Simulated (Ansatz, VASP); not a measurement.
## Mo: VASP beside Ansatz

```xyz
1
Lattice="-1.5649 1.5649 1.5649 1.5649 -1.5649 1.5649 1.5649 1.5649 -1.5649" Properties=species:S:1:pos:R:3 pbc="T T T"
Mo    0.0000    0.0000    0.0000
```

Alike in both runs: functional PBEsol; k mesh 16 × 16 × 16; occupations fermi-dirac, width 0.15 eV; no spin polarisation.

Ansatz relaxed the structure, and its values are those at the end. VASP's run is a single point on that final structure, the one shown.

```csv
,VASP,Ansatz
version,VASP 6.6.1,Ansatz 0.2.0
potentials or method,"VASP PAW PBE potentials, release 64 (Mo_sv)","scalar-relativistic, plane waves, PAW"
plane-wave cutoff (eV),520,420
valence electrons in the cell,14,14
```

|  | VASP | Ansatz | Ansatz less VASP |
| --- | --- | --- | --- |
| gap on the k mesh at the Fermi level (eV) | none | none | - |
| pressure (GPa) | 0.5 | 0.0 | -0.52 |

A gap of «none» marks a metal or a gap that the smearing closes. Ansatz warned: «pseudo_functional_mismatch».

Caveats: the PAW data sets were made with another functional, which shifts forces and pressure a little (VASP).
